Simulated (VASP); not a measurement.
# Sc (P-1) in VASP: further runs

One crystal, Sc, is run at these levels: PBEsol; tasks: single point.

Everything below comes from runs of VASP 6.6.1. Logs are shortened: lines on timing, memory, paths and dates and some standing lists are left out, and cuts for length are marked.

## 1. Starting point

The typed cell holds 1 atom: a = 3.202 Å, b = 3.216 Å, c = 3.226 Å, α = 61.44°, β = 61.31°, γ = 62.16°.

This isn't the form of Sc at room conditions, which is hcp.

## 2. Single point, PBEsol

File INCAR:

```
SYSTEM = Sc
  PREC = Accurate
  ENCUT = 400
  EDIFF = 1E-6
  ISMEAR = 0
  SIGMA = 0.2
  LREAL = .FALSE.
  LASPH = .TRUE.
  NELM = 100
  ALGO = Normal
  ISIF = 2
  LWAVE = .FALSE.
  LCHARG = .FALSE.
  GGA = PS
  ADDGRID = .FALSE.
```

File KPOINTS:

```
regular mesh
0
G
  10 10 10
  0 0 0
```

File POSCAR:

```
Sc
1.0
    3.2019616822      0.0000000000      0.0000000000
    1.5021078373      2.8441406042      0.0000000000
    1.5489936237      0.9264468030      2.6741812389
Sc
1
Direct
    0.0000000000      0.0000000000      0.0000000000
```

Potentials or basis: VASP PAW PBE potentials, release 64 (Sc_sv).

Launch:

```bash
cat potpaw_PBE.64/Sc_sv/POTCAR > POTCAR
mpirun -np 1 vasp_std > vasp.out
```

OUTCAR:

```text
SYSTEM = Sc
   PREC = Accurate
   ENCUT = 400
   EDIFF = 1E-6
   ISMEAR = 0
   LREAL = .FALSE.
   LASPH = .TRUE.
   NELM = 100
   ISIF = 2
   GGA = PS

 Found    504 irreducible k-points:

 Following reciprocal coordinates:
            Coordinates               Weight
  0.000000  0.000000  0.000000      1.000000
  0.100000 -0.000000 -0.000000      2.000000
  0.200000 -0.000000 -0.000000      2.000000
  0.300000  0.000000  0.000000      2.000000
  0.400000  0.000000  0.000000      2.000000
  0.500000 -0.000000  0.000000      1.000000
   k-points           NKPTS =    504   k-points in BZ     NKDIM =    504   number of bands    NBANDS=      9
   number of dos      NEDOS =    301   number of ions     NIONS =      1
   total plane-waves  NPLWV =  13824
   dimension x,y,z NGX =    24 NGY =   24 NGZ =   24
   dimension x,y,z NGXF=    48 NGYF=   48 NGZF=   48
   ions per type =               1
   NGX,Y,Z   is equivalent  to a cutoff of  12.46, 12.40, 12.37 a.u.
   NGXF,Y,Z  is equivalent  to a cutoff of  24.92, 24.81, 24.73 a.u.
 SYSTEM =  Sc
   PREC   = accura    normal or accurate (medium, high low for compatibility)
   ISTART =      0    job   : 0-new  1-cont  2-samecut
   ICHARG =      2    charge: 1-file 2-atom 10-const
   ISPIN  =      1    spin polarized calculation?
   LNONCOLLINEAR =      F non collinear calculations
   LSORBIT =      F    spin-orbit coupling
   LASPH  =      T    aspherical Exc in radial PAW
   ENCUT  =  400.0 eV  29.40 Ry    5.42 a.u.   5.22  5.25  5.26*2*pi/ulx,y,z
   NELM   =    100;   NELMIN=  2; NELMDL= -5     # of ELM steps
   EDIFF  = 0.1E-05   stopping-criterion for ELM
   LREAL  =      F    real-space projection
   EDIFFG = 0.1E-04   stopping-criterion for IOM
   NSW    =      0    number of steps for IOM
   IBRION =     -1    ionic relax: 0-MD 1-quasi-New 2-CG
   NFREE  =      0    steps in history (QN), initial steepest desc. (CG)
   ISIF   =      2    stress and relaxation
   ISYM   =      2    0-nonsym 1-usesym 2-fastsym
   POTIM  = 0.5000    time-step for ionic-motion
   TEBEG  =    0.0;   TEEND  =   0.0 temperature during run
   PSTRESS=    0.0 pullay stress
   NELECT =      11.0000    total number of electrons
   NUPDOWN=      -1.0000    fix difference up-down
   EMIN   =  10.00;   EMAX   =-10.00  energy-range for DOS
   EFERMI =   0.00;   METHOD = LEGACY
   ISMEAR =     0;   SIGMA  =   0.20  broadening in eV -4-tet -1-fermi 0-gaus
   EFERMI_NEDOS =   21; number of points for ismear=-14 and -15
   IALGO  =     38    algorithm
   IMIX   =      4    mixing-type and parameters
     AMIX     =   0.40;   BMIX     =  1.00
     AMIX_MAG =   1.60;   BMIX_MAG =  1.00
  volume/ion in A,a.u.               =      24.35       164.34
  Fermi-wavevector in a.u.,A,eV,Ry     =   1.256087  2.373660 21.466653  1.577755
  Thomas-Fermi vector in A             =   2.389812
   LORBIT       =      0    0 simple, 1 ext, 2 COOP (PROOUT), +10 PAW based schemes
   GGA     = PS    functional components
   LHFCALC =     F    Hartree Fock is set to
   AEXX    =    0.0000 exact exchange contribution
   IVDW    =     0    specifies the selected vdW correction
   LEPSILON=     F    determine dielectric tensor
   LRPA    =     F    only Hartree local field effects (RPA)
 non-spin polarized calculation
 Gauss-broadening in eV      SIGMA  =   0.20
  energy-cutoff  :      400.00
  volume of cell :       24.35
 maximum number of plane-waves:       453
 NGX is ok and might be reduce to    24
   NGX = 11   NGY = 11   NGZ = 11

 number of electron      11.0000001 magnetization

 Free energy of the ion-electron system (eV)
  ---------------------------------------------------
  ext. energy  EPLUGINS =         0.00000000
  ---------------------------------------------------
  free energy    TOTEN  =        -6.56879073 eV

  energy without entropy =       -6.52898028  energy(sigma->0) =       -6.54888550

 E-fermi :   3.7022     XC(G=0): -10.0369

 val. band max:        3.7017421688   @ k =   0.0000   0.5000   0.1000
 cond. band min:       3.7022061624   @ k =   0.3000   0.0000   0.3000
 fundamental gap:      0.0004639936
 Fermi energy:         3.7022027558

 k-point     1 :       0.0000    0.0000    0.0000
  band No.  band energies     occupation
      1     -45.4880      2.00000
      2     -23.9919      2.00000
      3     -23.9892      2.00000
      4     -23.9725      2.00000
      5      -1.5156      2.00000
      6       5.1371      0.00000
      7       5.2181      0.00000
      8       5.5115      0.00000
      9       6.6566      0.00000

 k-point     2 :       0.1000   -0.0000   -0.0000
  band No.  band energies     occupation
      1     -45.4822      2.00000
      2     -24.0281      2.00000
      3     -23.9957      2.00000
      4     -23.9805      2.00000
      5      -1.2637      2.00000
      6       5.0295      0.00000
      7       5.2658      0.00000
      8       5.5623      0.00000
      9       6.6141      0.00000

 k-point     3 :       0.2000   -0.0000   -0.0000
  band No.  band energies     occupation
      1     -45.4667      2.00000
      2     -24.1332      2.00000
      3     -24.0062      2.00000
      4     -23.9960      2.00000
      5      -0.5525      2.00000
      6       4.6361      0.00000
      7       5.3679      0.00000
      8       5.6775      0.00000
      9       6.6286      0.00000

 k-point     4 :       0.3000    0.0000    0.0000
  band No.  band energies     occupation
      1     -45.4475      2.00000
      2     -24.2612      2.00000
      3     -24.0198      2.00000
      4     -24.0139      2.00000
      5       0.4670      2.00000
      6       4.2060      0.00037
      7       5.2872      0.00000
      8       5.5895      0.00000
      9       6.9204      0.00000

 k-point     5 :       0.4000    0.0000    0.0000
  band No.  band energies     occupation
      1     -45.4318      2.00000
      2     -24.3630      2.00000
      3     -24.0324      2.00000
      4     -24.0267      2.00000
      5       1.4632      2.00000
      6       3.9506      0.07904
      7       5.1216      0.00000
      8       5.4257      0.00000
      9       7.3359      0.00000

 k-point     6 :       0.5000   -0.0000    0.0000
  band No.  band energies     occupation
      1     -45.4259      2.00000
      2     -24.4015      2.00000
      3     -24.0377      2.00000
      4     -24.0310      2.00000
      5       1.8935      2.00000
      6       3.9087      0.14420
      7       5.0486      0.00000
      8       5.3558      0.00000
      9       7.5004      0.00000

 [... further k-points ...]

------------------------ aborting loop because EDIFF is reached ----------------------------------------

  FORCE on cell =-STRESS in cart. coord.  units (eV):
  Direction    XX          YY          ZZ          XY          YZ          ZX
  --------------------------------------------------------------------------------------
  -------------------------------------------------------------------------------------
  Total       -0.0845343     -0.3030806     -0.2969035      0.1496350      0.0619085      0.0718128
  in kB       -5.5614208    -19.9393360    -19.5329538      9.8443197      4.0728928      4.7244864
  external PRESSURE =     -15.0112369 kB  Pullay stress =       0.0000000 kB

 VOLUME and BASIS-vectors are now :
 -----------------------------------------------------------------------------
  energy-cutoff  :      400.00
  volume of cell :       24.35
      direct lattice vectors                 reciprocal lattice vectors
     3.201961682  0.000000000  0.000000000     0.312308547 -0.164943011 -0.123758636
     1.502107837  2.844140604  0.000000000     0.000000000  0.351600058 -0.121808778
     1.548993624  0.926446803  2.674181239     0.000000000  0.000000000  0.373946233

 POSITION                                       TOTAL-FORCE (eV/Angst)
 -----------------------------------------------------------------------------------
      0.00000      0.00000      0.00000         0.000000      0.000000      0.000000
 -----------------------------------------------------------------------------------
    total drift:                               -0.000000     -0.000000      0.000000

  FREE ENERGIE OF THE ION-ELECTRON SYSTEM (eV)
  ---------------------------------------------------
  free  energy   TOTEN  =        -6.5687907302 eV

  energy  without entropy=       -6.5289802790  energy(sigma->0) =       -6.54888550
```

stdout:

```text
POSCAR found type information on POSCAR Sc
 POSCAR found :  1 types and       1 ions
 scaLAPACK will be used
 -----------------------------------------------------------------------------
|                                                                             |
|                                                                             |
|     You enforced a specific xc type in the INCAR file but a different       |
|     I HOPE YOU KNOW WHAT YOU ARE DOING!                                     |
|                                                                             |
 -----------------------------------------------------------------------------

 LDA part: xc-table for (Slater+PW92), standard interpolation
 POSCAR, INCAR and KPOINTS ok, starting setup
 FFT: planning ... GRIDC
 FFT: planning ... GRID_SOFT
 FFT: planning ... GRID
 WAVECAR not read
 entering main loop
```

Wall time 24 s (1 thread of Intel Xeon 6975P-C (Granite Rapids), shared host); peak memory 0.2 GiB.

The run converged, but some of its settings lie outside the range that counts as converged, so its numbers aren't taken as properties of the crystal.

Results:

```yaml
Free_energy: -6.5688 eV
Pressure: -1.5 GPa
Band_gap_on_the_k_mesh: none (metal or under the smearing width)
```

Caveat: the PAW data sets were made with another functional, which shifts forces and pressure a little.

## 3. Single point, PBEsol

INCAR, as its differences from that of step 2:

```diff
@@ -4,3 +4,3 @@
   EDIFF = 1E-6
-  ISMEAR = 0
+  ISMEAR = -1
   SIGMA = 0.2
```

KPOINTS is that of step 2.

POSCAR is that of step 2.

Potentials or basis: VASP PAW PBE potentials, release 64 (Sc_sv).

Launch:

```bash
cat potpaw_PBE.64/Sc_sv/POTCAR > POTCAR
mpirun -np 1 vasp_std > vasp.out
```

OUTCAR:

```text
SYSTEM = Sc
   PREC = Accurate
   ENCUT = 400
   EDIFF = 1E-6
   ISMEAR = -1
   LREAL = .FALSE.
   LASPH = .TRUE.
   NELM = 100
   ISIF = 2
   GGA = PS

 Found    504 irreducible k-points:

 Following reciprocal coordinates:
            Coordinates               Weight
  0.000000  0.000000  0.000000      1.000000
  0.100000 -0.000000 -0.000000      2.000000
  0.200000 -0.000000 -0.000000      2.000000
  0.300000  0.000000  0.000000      2.000000
  0.400000  0.000000  0.000000      2.000000
  0.500000 -0.000000  0.000000      1.000000
   k-points           NKPTS =    504   k-points in BZ     NKDIM =    504   number of bands    NBANDS=      9
   number of dos      NEDOS =    301   number of ions     NIONS =      1
   total plane-waves  NPLWV =  13824
   dimension x,y,z NGX =    24 NGY =   24 NGZ =   24
   dimension x,y,z NGXF=    48 NGYF=   48 NGZF=   48
   ions per type =               1
   NGX,Y,Z   is equivalent  to a cutoff of  12.46, 12.40, 12.37 a.u.
   NGXF,Y,Z  is equivalent  to a cutoff of  24.92, 24.81, 24.73 a.u.
 SYSTEM =  Sc
   PREC   = accura    normal or accurate (medium, high low for compatibility)
   ISTART =      0    job   : 0-new  1-cont  2-samecut
   ICHARG =      2    charge: 1-file 2-atom 10-const
   ISPIN  =      1    spin polarized calculation?
   LNONCOLLINEAR =      F non collinear calculations
   LSORBIT =      F    spin-orbit coupling
[... 62 lines left out ...]
      2     -23.9741      2.00000
      3     -23.9710      2.00000
      4     -23.9535      2.00000
      5      -1.5151      2.00000
      6       5.1479      0.00150
      7       5.2291      0.00100
      8       5.5238      0.00023
      9       6.6701      0.00000
[... 49 lines left out ...]
 k-point     6 :       0.5000   -0.0000    0.0000
  band No.  band energies     occupation
      1     -45.4063      2.00000
      2     -24.3837      2.00000
      3     -24.0193      2.00000
      4     -24.0129      2.00000
      5       1.8983      1.99977
      6       3.9091      0.53832
      7       5.0595      0.00234
      8       5.3667      0.00050
      9       7.5145      0.00000

 [... further k-points ...]

------------------------ aborting loop because EDIFF is reached ----------------------------------------

  FORCE on cell =-STRESS in cart. coord.  units (eV):
  Direction    XX          YY          ZZ          XY          YZ          ZX
  --------------------------------------------------------------------------------------
  -------------------------------------------------------------------------------------
  Total        0.0391606     -0.2095210     -0.2020291      0.1662117      0.0770290      0.0896900
  in kB        2.5763351    -13.7841569    -13.2912718     10.9348798      5.0676496      5.9006067
  external PRESSURE =      -8.1663645 kB  Pullay stress =       0.0000000 kB

 VOLUME and BASIS-vectors are now :
 -----------------------------------------------------------------------------
  energy-cutoff  :      400.00
  volume of cell :       24.35
      direct lattice vectors                 reciprocal lattice vectors
     3.201961682  0.000000000  0.000000000     0.312308547 -0.164943011 -0.123758636
     1.502107837  2.844140604  0.000000000     0.000000000  0.351600058 -0.121808778
     1.548993624  0.926446803  2.674181239     0.000000000  0.000000000  0.373946233

 POSITION                                       TOTAL-FORCE (eV/Angst)
 -----------------------------------------------------------------------------------
      0.00000      0.00000      0.00000         0.000000      0.000000      0.000000
 -----------------------------------------------------------------------------------
    total drift:                                0.000000     -0.000000      0.000000

  FREE ENERGIE OF THE ION-ELECTRON SYSTEM (eV)
  ---------------------------------------------------
  free  energy   TOTEN  =        -6.6710885011 eV

  energy  without entropy=       -6.4394413752  energy(sigma->0) =       -6.55526494
```

OSZICAR:

```text
N       E                     dE             d eps       ncg     rms          rms(c)
DAV:   1     0.608614500435E+02    0.60861E+02   -0.47610E+03  9128   0.987E+02
DAV:   2    -0.598629341637E+01   -0.66848E+02   -0.66298E+02  9246   0.316E+02
DAV:   3    -0.739572774144E+01   -0.14094E+01   -0.13714E+01 13596   0.533E+01
DAV:   4    -0.741746482735E+01   -0.21737E-01   -0.21466E-01 13681   0.487E+00
DAV:   5    -0.741760138648E+01   -0.13656E-03   -0.13604E-03 14289   0.313E-01    0.556E+00
DAV:   6    -0.676115608271E+01    0.65645E+00   -0.15190E+00 13799   0.187E+01    0.162E+00
DAV:   7    -0.667685385713E+01    0.84302E-01   -0.35162E-01 13935   0.799E+00    0.594E-01
DAV:   8    -0.667181472343E+01    0.50391E-02   -0.18176E-02 11470   0.239E+00    0.176E-01
DAV:   9    -0.667109023803E+01    0.72449E-03   -0.43717E-03 14059   0.958E-01    0.272E-02
DAV:  10    -0.667108888638E+01    0.13516E-05   -0.62567E-05 14179   0.101E-01    0.344E-03
DAV:  11    -0.667108850105E+01    0.38533E-06   -0.11456E-06  8761   0.179E-02
   1 F= -.66710885E+01 E0= -.65552649E+01  d E =-.231647E+00
```

stdout:

```text
POSCAR found type information on POSCAR Sc
 POSCAR found :  1 types and       1 ions
 scaLAPACK will be used
 -----------------------------------------------------------------------------
|                                                                             |
|                                                                             |
|     You enforced a specific xc type in the INCAR file but a different       |
|     I HOPE YOU KNOW WHAT YOU ARE DOING!                                     |
|                                                                             |
 -----------------------------------------------------------------------------

 LDA part: xc-table for (Slater+PW92), standard interpolation
 POSCAR, INCAR and KPOINTS ok, starting setup
 FFT: planning ... GRIDC
 FFT: planning ... GRID_SOFT
 FFT: planning ... GRID
 WAVECAR not read
 entering main loop
```

Wall time 24 s (1 thread of Intel Xeon 6975P-C (Granite Rapids), shared host); peak memory 0.2 GiB.

These settings aren't checked as converged: the numbers below hold their error.

Results:

```yaml
Free_energy: -6.6711 eV
Pressure: -0.8 GPa
Band_gap_on_the_k_mesh: none (metal or under the smearing width)
```

Caveat: the PAW data sets were made with another functional, which shifts forces and pressure a little.

(Part 1 of 2 ends here.)
